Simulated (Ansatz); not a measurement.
Molecular dynamics on a 2×2×2 supercell (16 atoms) of CdTe (F-43m), relaxed with r2SCAN. Forces come from PBEsol in the PAW code Ansatz: a Nosé-Hoover thermostat at fixed volume, 200 K, steps of 1.5 fs. Classical nuclei, no spin polarisation; a few dozen steps show the first response, not equilibrium.

```yaml
crystal:
  lattice:
    - [0.0, 6.5598024895, 6.5598024895]
    - [6.5598024895, 0.0, 6.5598024895]
    - [6.5598024895, 6.5598024895, 0.0]
  atoms:
    - { symbol: Cd, position: [0.0, 0.0, 0.0] }
    - { symbol: Te, position: [0.125, 0.125, 0.125] }
    - { symbol: Cd, position: [0.0, 0.0, 0.5] }
    - { symbol: Te, position: [0.125, 0.125, 0.625] }
    - { symbol: Cd, position: [0.0, 0.5, 0.0] }
    - { symbol: Te, position: [0.125, 0.625, 0.125] }
    - { symbol: Cd, position: [0.0, 0.5, 0.5] }
    - { symbol: Te, position: [0.125, 0.625, 0.625] }
    - { symbol: Cd, position: [0.5, 0.0, 0.0] }
    - { symbol: Te, position: [0.625, 0.125, 0.125] }
    - { symbol: Cd, position: [0.5, 0.0, 0.5] }
    - { symbol: Te, position: [0.625, 0.125, 0.625] }
    - { symbol: Cd, position: [0.5, 0.5, 0.0] }
    - { symbol: Te, position: [0.625, 0.625, 0.125] }
    - { symbol: Cd, position: [0.5, 0.5, 0.5] }
    - { symbol: Te, position: [0.625, 0.625, 0.625] }
kpoints:
  mp_grid: { grid: [2, 2, 2] }
hamiltonian:
  xc: pbesol
scf:
  occupations: { method: fermi_dirac, width: 0.02 }
md:
  ensemble: nvt_nose_hoover
  temperature: 200
  timestep: 1.5
  n_steps: 40
  initial_velocities: maxwell_boltzmann
  seed: 5346
```

Run as `ansatz run input.yaml --threads 4 --pin off --max-ram 3686MiB --backend cpu --events-out ev --progress --plain --runs-dir out`. It took 3.8 min on 4 threads of Arm Neoverse V2, with other jobs on the host; peak host memory 2.5 GiB.

```tsv
step	t (fs)	T (K)	free energy F from step 0 (meV/atom)	kinetic energy (meV/atom)	largest force (eV/Å)
0	0	200	0.0	24.2	0.00
1	1.5	200	0.0	24.2	0.04
2	3	199	0.1	24.1	0.08
3	4.5	198	0.2	24.0	0.12
4	6	197	0.4	23.9	0.16
5	7.5	195	0.6	23.6	0.19
6	9	193	0.9	23.4	0.23
7	10.5	191	1.2	23.1	0.27
8	12	188	1.5	22.7	0.31
9	13.5	185	1.9	22.4	0.35
10	15	181	2.3	21.9	0.38
11	16.5	177	2.8	21.5	0.42
12	18	173	3.3	21.0	0.46
13	19.5	169	3.8	20.5	0.49
14	21	164	4.3	19.9	0.53
15	22.5	160	4.9	19.4	0.56
16	24	155	5.5	18.8	0.59
17	25.5	150	6.1	18.1	0.63
18	27	145	6.8	17.5	0.66
19	28.5	139	7.4	16.9	0.69
20	30	134	8.1	16.2	0.72
21	31.5	129	8.8	15.6	0.75
22	33	123	9.4	14.9	0.78
23	34.5	118	10.1	14.3	0.80
24	36	113	10.8	13.6	0.83
25	37.5	107	11.4	13.0	0.85
26	39	102	12.1	12.4	0.88
27	40.5	97	12.7	11.8	0.90
28	42	93	13.3	11.2	0.92
29	43.5	88	13.9	10.7	0.94
30	45	83	14.5	10.1	0.96
31	46.5	79	15.0	9.6	0.97
32	48	75	15.5	9.1	0.99
33	49.5	72	16.0	8.7	1.00
34	51	68	16.5	8.3	1.02
35	52.5	65	16.9	7.9	1.03
36	54	63	17.2	7.6	1.04
37	55.5	60	17.6	7.3	1.04
38	57	58	17.8	7.1	1.05
39	58.5	57	18.1	6.9	1.05
40	60	55	18.3	6.7	1.06
```

The temperature goes from 200 K to 55 K in 60 fs. The thermostat hasn't had time to restore it. The atoms start on their lattice sites with kinetic energy alone, so much of it first passes into potential energy. By the last step the atoms have moved 0.09 Å in the root mean square, the drift of the whole cell taken out, 0.19 Å at most.

Positions (Å) and forces (eV/Å) at step 40:
```
Cd  -0.009  -0.076   0.092     0.064   0.333  -0.071
Te   1.653   1.660   1.663    -0.356  -0.068   0.025
Cd   3.259   3.223  -0.022    -0.299   0.292   0.145
Te   4.928   4.822   1.614    -0.210   0.231   0.207
Cd   3.265   0.012   3.236     0.163  -0.017   0.279
Te   5.006   1.600   4.927    -0.283   0.141   0.001
Cd   6.565   3.307   3.269     0.258  -0.206   0.194
Te   8.189   4.962   4.984     0.231  -0.227  -0.452
Cd  -0.059   3.273   3.335    -0.112  -0.149  -0.435
Te   1.466   4.945   4.845     0.998   0.115   0.329
Cd   3.315   6.502   3.239    -0.106   0.197   0.147
Te   4.917   8.268   5.010    -0.023  -0.684  -0.550
Cd   3.276   3.282   6.511     0.205   0.300  -0.268
Te   4.964   4.980   8.199    -0.290  -0.295  -0.133
Cd   6.574   6.552   6.528     0.027   0.350   0.332
Te   8.283   8.267   8.161    -0.268  -0.313   0.250
```
